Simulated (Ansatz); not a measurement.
## Harmonic thermodynamics of AlSb in the zinc blende structure

Per mole of formula units at the relaxed static volume; finite displacements on a 6×6×6 mesh, PBE density-functional theory in Ansatz (plane waves, PAW), k mesh 6×6×6; sums on an interpolated 12×12×12 mesh. Dynamical quadrupoles are not included in the interpolation of the phonons between the solved wave vectors. Spin-orbit coupling is not included. Zero-point energy 6.80 kJ/mol.

| T (K) | F_vib (kJ/mol) | S (J/mol/K) | C_V (J/mol/K) |
|---|---|---|---|
| 100 | 5.78 | 24.6 | 28.5 |
| 150 | 4.21 | 37.9 | 36.9 |
| 200 | 2.02 | 49.2 | 41.5 |
| 250 | -0.69 | 58.8 | 44.2 |
| 300 | -3.84 | 67.0 | 45.8 |
| 400 | -11.24 | 80.5 | 47.5 |
| 600 | -29.41 | 100.0 | 48.8 |
| 800 | -50.89 | 114.1 | 49.2 |
| 1000 | ___ | ___ | ___ |

Task: Complete the blanks.

Result: 
- 1000, F_vib (kJ/mol): -74.85
- 1000, S (J/mol/K): 125.1
- 1000, C_V (J/mol/K): 49.5

Whether this phase is the stable one at each condition was not tested.

Ansatz is an electronic-structure program.
